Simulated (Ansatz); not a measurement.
# How much do the gradients of Ga2O3 depend on the method?

Cell: a COD entry, ions relaxed with PBE at fixed cell.

Space group C2/m (No. 12); a = 12.2140, b = 3.0371, c = 5.7981 Å, β = 103.83°.

```csv
site,Wyckoff,site symmetry,x,y,z
Ga1,4i,m,0.0912,0.0000,0.7953
Ga3,4i,m,0.6595,0.0000,0.3127
O5,4i,m,0.1690,0.0000,0.1084
O7,4i,m,0.1722,0.0000,0.5603
O9,4i,m,0.4967,0.0000,0.2537
```

One atom of each set is listed; the run and its k-mesh use a cell of 10 atoms with edges of 6.29, 6.29, 5.80 Å.

First run. Level of theory: DFT, PBE, plane waves and PAW, scalar-relativistic, 420 eV cutoff, Γ-centred 10×10×6 k-points, Fermi–Dirac smearing 0.02 eV (Ansatz 0.2.0).

```json
{"site": "Ga1", "V_zz (10²¹ V/m²)": "-3.58", "η": "0.91"}
{"site": "Ga3", "V_zz (10²¹ V/m²)": "2.54", "η": "0.11"}
{"site": "O5", "V_zz (10²¹ V/m²)": "-8.23", "η": "0.42"}
{"site": "O7", "V_zz (10²¹ V/m²)": "4.11", "η": "0.03"}
{"site": "O9", "V_zz (10²¹ V/m²)": "-11.10", "η": "0.06"}
```

Second run. The same atoms and settings, except that spin–orbit coupling is included (fully relativistic PAW files).

Q: What does the second run give?

A: 

| site | V_zz | η | change of V_zz |
| --- | --- | --- | --- |
| Ga1 | -3.57 | 0.91 | +0.01 |
| Ga3 | 2.53 | 0.11 | -0.01 |
| O5 | -8.23 | 0.42 | 0.00 |
| O7 | 4.11 | 0.03 | 0.00 |
| O9 | -11.11 | 0.06 | -0.01 |

No V_zz moves by more than 0.01.

At this cell the PBE pressure is 8 GPa, so with PBE the cell would grow if it were relaxed.
